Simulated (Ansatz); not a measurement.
Stackings of close-packed layers of MgO (tetrahedral net, letters for double layers), each relaxed to a stress under 0.05 GPa; h and k mark layers whose two neighbours have the same or different letters; energies count from the stacking AB (P6_3mc).

Method: DFT PBE, scalar-relativistic, plane waves, PAW (Ansatz 0.2.0).

Settings: cutoff 420 eV, Γ-centred mesh 12×12×3 on the computed 6-atom cell, Gaussian smearing of 0.02 eV; no spin polarisation.

Start (ABC (kkk)):

```xyz
6
Lattice="3.3138 0.0000 0.0000 -1.6569 2.8698 0.0000 0.0000 0.0000 7.6856" Properties=species:S:1:pos:R:3 pbc="T T T"
Mg    0.0000    0.0000    0.0000
O     0.0000    0.0000    1.9214
Mg    0.0000    1.9132    2.5619
O     0.0000    1.9132    4.4833
Mg    1.6569    0.9566    5.1238
O     1.6569    0.9566    7.0452
```

**Question.** What does the relaxation give?

**Answer.** The free energy falls by 19 meV/atom.

- excess energy (meV/atom): 33.2
- spacing of like layers (Å): 2.663
- a (Å): 3.262
- gap on the mesh (eV): 3.48

Relaxed structure:
```xyz
6
Lattice="3.2617 0.0000 0.0000 -1.6308 2.8247 0.0000 0.0000 0.0000 7.9882" Properties=species:S:1:pos:R:3 pbc="T T T"
Mg    0.0000    0.0000   -0.0001
O     0.0000    0.0000    1.9971
Mg    0.0000    1.8831    2.6627
O     0.0000    1.8831    4.6599
Mg    1.6308    0.9416    5.3254
O     1.6308    0.9416    7.3226
```

An odd mesh misses points on the zone edge, so a gap read on it can be too wide.

It took 2.3 min on 1 thread of AMD EPYC (Zen 3), on a shared host, peak memory 0.39 GiB.

The reference crystal is the wurtzite form of MgO, which isn't its usual structure.